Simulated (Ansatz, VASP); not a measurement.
## Al: VASP beside Ansatz

```
CELL_PARAMETERS angstrom
0.00000 1.99561 1.99561
1.99561 0.00000 1.99561
1.99561 1.99561 0.00000
ATOMIC_POSITIONS crystal
Al 0.00000 0.00000 0.00000
```

Alike in both runs: functional r2SCAN; k mesh 24 × 24 × 24; occupations gaussian, width 0.1 eV; no spin polarisation.

Ansatz relaxed the structure, and its values are those at the end. VASP's run is a single point on that final structure, the one shown.

|  | VASP | Ansatz |
| --- | --- | --- |
| version | VASP 6.6.1 | Ansatz 0.2.0 |
| potentials or method | VASP PAW PBE potentials, release 64 (Al) | scalar-relativistic, plane waves, PAW |
| plane-wave cutoff (eV) | 520 | 500 |
| valence electrons in the cell | 3 | 3 |

|  | VASP | Ansatz | Ansatz less VASP |
| --- | --- | --- | --- |
| gap on the k mesh at the Fermi level (eV) | none | none | - |
| pressure (GPa) | -0.3 | 0.0 | +0.32 |

A gap of «none» marks a metal or a gap that the smearing closes.

Caveats: the PAW data sets were made with another functional, which shifts forces and pressure a little (VASP).
